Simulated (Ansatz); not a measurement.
All-electron card of TiO₂

```xyz
3
Lattice="0.0000 2.4150 2.4150 2.4150 0.0000 2.4150 2.4150 2.4150 0.0000" Properties=species:S:1:pos:R:3 pbc="T T T"
Ti    0.0000    0.0000    0.0000
O     1.2075    1.2075    1.2075
O     3.6225    3.6225    3.6225
```

Atom numbers follow the list: Ti1, O2, O3.

The cell was built from the fluorite type and relaxed in the same program, and has space group Fm-3m; it needn't be a known or the stable phase.

Levels of theory: DFT, PBE, all-electron LAPW, scalar-relativistic (Ansatz 0.2.0); DFT, PBE, PAW with Ansatz's default frozen-core files, scalar-relativistic (Ansatz 0.2.0).

For LAPW: a Γ-centred 11×11×11 k mesh, Fermi–Dirac smearing of 0.05 eV, basis error target 1 meV/atom, no spin polarisation. PAW takes a cutoff of 420 eV at this cell. The Ansatz runs share mesh, smearing and spin set-up. Values come from LAPW unless marked.

| Property | Result |
| --- | --- |
| Band gap | 1.12 eV, indirect from X (0.5, 0, 0.5) to Γ |
| Smallest direct gap on the path | 1.80 eV |
| Löwdin charges (with 0.08 e of the cell spilling out of the atomic basis, so their sizes and signs hang on that basis) | Ti1 1.43, O2 -0.68 e |
| Bader charges (from the PAW run) | Ti1 +2.27, O2 -1.14 e |
| Volume per atom | 9.39 Å³ |
| Pressure at this cell | 0.09 GPa |
